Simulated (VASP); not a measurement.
A run of VASP 6.6.1:

INCAR

```
SYSTEM = PbO2
PREC = Accurate
ENCUT = 520
EDIFF = 1E-6
ISMEAR = 0
SIGMA = 0.02
LREAL = .FALSE.
LASPH = .TRUE.
NELM = 60
ALGO = Normal
ISIF = 2
LWAVE = .FALSE.
LCHARG = .FALSE.
GGA = PE
NBANDS = 35
```

The input KPOINTS:

```
Automatic mesh
0
G
  6 6 8
  0 0 0
```

The input POSCAR:

```
PbO2
1.0
    4.9949598700      0.0000000000      0.0000000000
    0.0000000000      4.9949598700      0.0000000000
    0.0000000000      0.0000000000      3.4090009600
Pb O
2 4
Cartesian
    2.4974799350      2.4974799350      1.7045004800
    0.0000000000      0.0000000000      0.0000000000
    3.4593645519      3.4593645519      0.0000000000
    4.0330752531      0.9618846169      1.7045004800
    0.9618846169      4.0330752531      1.7045004800
    1.5355953181      1.5355953181      0.0000000000
```

Potentials or basis: VASP PAW PBE potentials, release 64 (Pb_d, O).

Command:

```sh
$ cat potpaw_PBE.64/Pb_d/POTCAR potpaw_PBE.64/O/POTCAR > POTCAR
$ mpirun -np 1 vasp_std > vasp.out
```

Hardware: 1 thread of Intel(R) Xeon(R) Platinum 8488C (Sapphire Rapids) (shared host).

Problem. How long does it take, and how much memory?

Solution. Wall time 110 s on 1 thread of Intel(R) Xeon(R) Platinum 8488C (Sapphire Rapids) (shared host), peak memory 0.26 GiB. Counts: scf iterations 14, k points 50.
